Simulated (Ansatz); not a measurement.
## BaTiO3: the change of pressure and largest V_zz with volume scale

Results calculated with Ansatz 0.2.0, not measured. Periodic Kohn-Sham DFT of a crystal at fixed atoms, scaled to volume_scale times the given cell; pressure positive in compression, energy less spherical unpolarised free atoms, largest_vzz the field gradient of largest size among the nuclei.

The cell before it is scaled or strained (space group P4/mmm, No. 123):
```
CELL_PARAMETERS angstrom
3.99980 0.00000 0.00000
0.00000 3.99980 0.00000
0.00000 0.00000 4.01800
ATOMIC_POSITIONS crystal
Ba 0.00000 0.00000 0.00000
Ti 0.50000 0.50000 0.50000
O 0.50000 0.50000 0.00000
O 0.50000 0.00000 0.50000
O 0.00000 0.50000 0.50000
```

Settings of every row: method all-electron PAW; functional PBE; relativity scalar; k mesh 7x7x7; filling fermi-dirac; smearing width 0.03 eV; nucleus gaussian.

Atom start moment: 0 on all atoms.

Limits: field gradient without spin-orbit coupling on heavy atoms; no spin-orbit coupling on heavy atoms.

| row | volume scale | V (Å³/atom) | pressure (GPa) | largest V_zz (1e21 V/m^2) |
| --- | --- | --- | --- | --- |
| 1 | 0.94 | 12.085 | 13.773 | 2.098 |
| 2 | 0.96 | 12.342 | 9.297 | 2.283 |
| 3 | 0.98 | 12.599 | 5.285 | 2.462 |
| 4 | 0.99 | 12.728 | 3.438 | 2.55 |
| 5 | 1 | 12.856 | 1.688 | 2.635 |
| 6 | 1.01 | 12.985 | ? | ? |
| 7 | 1.02 | 13.113 | -1.536 | 2.802 |
| 8 | 1.04 | 13.371 | -4.428 | 2.964 |
| 9 | 1.06 | 13.628 | -7.02 | 3.12 |

Question: what pressure and largest V_zz should row 6 give?

Worked fit of pressure. Take u = (V_r/V)^(2/3) − 1 with V_r = 12.792 Å³ an atom, which is twice the finite (Eulerian) strain; such expansions in the strain, on which the Birch-Murnaghan equation of state is built, carry the rest volume and the bulk modulus. The shown rows have u = 0.03863, 0.02416, 0.01019, 0.00335, -0.00332, -0.01639, -0.02908, -0.04133. Least squares give pressure = 2.5495 + 261.055 × u + 739.84 × u² + 607 × u³ GPa; a parabola predicts inner rows, each left out in turn, worse (root mean square 0.01 against 0.0049 GPa). The rows lie off it by 0.000, 0.000, -0.002, 0.006, -0.003, -0.003, 0.003, -0.001 (root mean square 0.0029 GPa). The pressure vanishes at u = -0.0101, or V = 12.99 Å³ an atom, and there the bulk modulus at fixed shape and fractions is B = −V dP/dV = (2/3)(1 + u) dP/du = 163 GPa. Letting shape and atoms relax would as a rule lower it, by much in layered, chain or molecular crystals. The withheld row has u = -0.00993, so the fit gives 2.5495 + 261.055 × (-0.00993) + 739.84 × (-0.00993)² + 607 × (-0.00993)³ = 0.030 GPa.

The calculation gave 0.032 GPa. The fit lies 0.002 GPa (6.3 % of the value, 0.0096 % of the column's range) below it; its largest miss of a shown row is 0.006 GPa.

Worked fit of largest V_zz. Take t = volume scale − 1. The shown rows have t = -0.06, -0.04, -0.02, -0.01, 0, 0.02, 0.04, 0.06. Least squares give largest V_zz = 2.6352 + 8.514 × t − 7.28 × t² 1e21 V/m^2; a straight line predicts inner rows, each left out in turn, worse (root mean square 0.0084 against 0.00048 1e21 V/m^2). The rows lie off it by 0.000, 0.000, 0.000, 0.001, 0.000, -0.001, 0.000, 0.000. The withheld row has t = 0.01, so the fit gives 2.6352 + 8.514 × (0.01) − 7.28 × (0.01)² = 2.720 1e21 V/m^2.

The calculation gave 2.719 1e21 V/m^2. The fit lies 0.001 1e21 V/m^2 (0.098 % of the column's range) above it, one unit of the last digit.
